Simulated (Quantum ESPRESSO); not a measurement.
## VO2 under changes of volume

One of the cells (10.308 Å³/atom); the others are scaled copies at fixed shape and fractional positions:

```
CELL_PARAMETERS angstrom
4.50720 0.00000 0.00000
0.00000 4.50720 0.00000
0.00000 0.00000 3.04445
ATOMIC_POSITIONS crystal
V 0.50000 0.50000 0.50000
V 0.00000 0.00000 0.00000
O 0.20036 0.79964 0.50000
O 0.79964 0.20036 0.50000
O 0.70036 0.70036 0.00000
O 0.29964 0.29964 0.00000
```

The cell is a database's computed one.

* Program: Quantum ESPRESSO 7.5
* Functional: PBE
* Potentials or basis: SSSP 1.3 efficiency PBE
* Cutoff: 748 eV
* Density cutoff: 5987 eV
* k mesh: 6 × 6 × 9
* Occupations: fermi-dirac, width 0.05 eV
* Spin: collinear spin, ferromagnetic start
* Starting moments: [2.0, 2.0, 0.0, 0.0, 0.0, 0.0] μB

```tsv
volume (Å³/atom)	energy over the lowest point (meV/atom)	pressure (GPa)	largest force (eV/Å)
9.689	3.11	5.0	0.226
9.896	0.00	-0.3	0.234
10.102	3.36	-5.0	0.240
10.308	12.48	-9.3	0.246
10.514	26.74	-13.0	0.252
10.720	45.59	-16.4	0.257
10.926	?	?	?
```

**Question.** What does the run at 10.926 Å³/atom give?

**Answer.** Energy over the lowest point 68.52 meV/atom; pressure -19.4 GPa; largest force 0.261 eV/Å.

Worked out: A Birch-Murnaghan fit of order 3 (a polynomial in V^(-2/3)) to the other rows has its minimum at 9.89 Å³/atom with B0 = V·E''(V) = 241 GPa and B' = 4.4 at fixed shape and positions, which overstates the stiffness. It gives 68.54 meV/atom at 10.926 Å³/atom, against the run's 68.52, and -dE/dV = -19.3 GPa, against -19.4.

Energies are extrapolated to zero smearing.
